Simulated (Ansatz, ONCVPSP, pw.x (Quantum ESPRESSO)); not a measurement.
# What a changed setting does to a pw.x run (fcc Ru)

Potential: optimised norm-conserving Vanderbilt (ONCV), ONCVPSP 4.0.1.1 (patched build), PBEsol; core [Ar] 3d10, reference 4s2 4p6 4d7 5s1; waves: 4s+5s: rc 1.82 bohr, ncon 4, nbas 7, qcut 8.6 1/bohr, 2 projectors; 4p: rc 1.44 bohr, ncon 5, nbas 9, qcut 11.1 1/bohr, 1 projector; 4d: rc 1.56 bohr, ncon 4, nbas 8, qcut 7.2 1/bohr, 1 projector; local part: polynomial inside 1.24 bohr (lpopt 5, dvloc0 3 Ha); core correction: none.

The reference run (k-mesh 15³, cutoffs 115/460 Ry, Fermi–Dirac 0.01 Ry, mixing_beta 0.4, conv_thr 1e-9, no spin) gives 2.42 GPa at 13.350 Å³/atom, where all-electron LAPW gives 1.19 GPa. This run, with its own iteration cap, changes mixing_mode to TF.

```
&control
  calculation='scf', prefix='x', pseudo_dir='./', outdir='./tmp', tstress=.true., disk_io='none'
/
&system
  ibrav=0, nat=1, ntyp=1, ecutwfc=115, ecutrho=460, nbnd=16,
  occupations='smearing', smearing='fd', degauss=0.01
/
&electrons
  conv_thr=1e-09, mixing_beta=0.4, electron_maxstep=70, mixing_mode='TF'
/
ATOMIC_SPECIES
Ru 1.0 Ru.UPF
CELL_PARAMETERS angstrom
  0.00000000 1.88285593 1.88285593
  1.88285593 0.00000000 1.88285593
  1.88285593 1.88285593 0.00000000
ATOMIC_POSITIONS crystal
Ru 0.0000 0.0000 0.0000
K_POINTS automatic
15 15 15 0 0 0
```

```bash
pw.x < Ru.scf.in > Ru.scf.out
```

**Question.** How does the run end?

**Answer.** It converges in 9 iterations; the free energy moves by +0.0 meV/atom and the pressure by -0.02 GPa. The result is that of the reference run.

```
Message from routine setup:
     using ibrav=0 with symmetry is DISCOURAGED, use correct ibrav instead
     lattice parameter (alat)  =       5.0319  a.u.
     unit-cell volume          =      90.0903 (a.u.)^3
     number of electrons       =        16.00
     number of Kohn-Sham states=           16
     kinetic-energy cutoff     =     115.0000  Ry
     charge density cutoff     =     460.0000  Ry
     scf convergence threshold =      1.0E-09
     Exchange-correlation= PBESOL
     number of k points=   120  Fermi-Dirac smearing, width (Ry)=  0.0100
     iteration #  1     ecut=   115.00 Ry     beta= 0.40
     total energy              =    -189.97257881 Ry
     estimated scf accuracy    <       0.13902929 Ry
     iteration #  2     ecut=   115.00 Ry     beta= 0.40
     total energy              =    -189.95746718 Ry
     estimated scf accuracy    <       0.04115892 Ry
     iteration #  3     ecut=   115.00 Ry     beta= 0.40
     total energy              =    -189.96496701 Ry
     estimated scf accuracy    <       0.00081451 Ry
     [... 3 iterations left out ...]
     iteration #  7     ecut=   115.00 Ry     beta= 0.40
     total energy              =    -189.96503781 Ry
     estimated scf accuracy    <       0.00000035 Ry
     iteration #  8     ecut=   115.00 Ry     beta= 0.40
     total energy              =    -189.96503787 Ry
     estimated scf accuracy    <          3.8E-09 Ry
     iteration #  9     ecut=   115.00 Ry     beta= 0.40
     the Fermi energy is    23.9562 ev
!    total energy              =    -189.96503787 Ry
     estimated scf accuracy    <          3.0E-10 Ry
     smearing contrib. (-TS)   =      -0.00442804 Ry
     The total energy is F=E-TS. E is the sum of the following terms:
     one-electron contribution =     -32.90912493 Ry
     hartree contribution      =      27.93361445 Ry
     xc contribution           =     -20.04726516 Ry
     ewald contribution        =    -164.93783418 Ry
     convergence has been achieved in   9 iterations
          total   stress  (Ry/bohr**3)                   (kbar)     P=       24.00
     Message from routine punch:
     Nothing written, as per user request (disk_io='none')
```

The run took about 88 s on one core of a shared host (Neoverse-N1, 64 threads, 124 GiB, load 53).
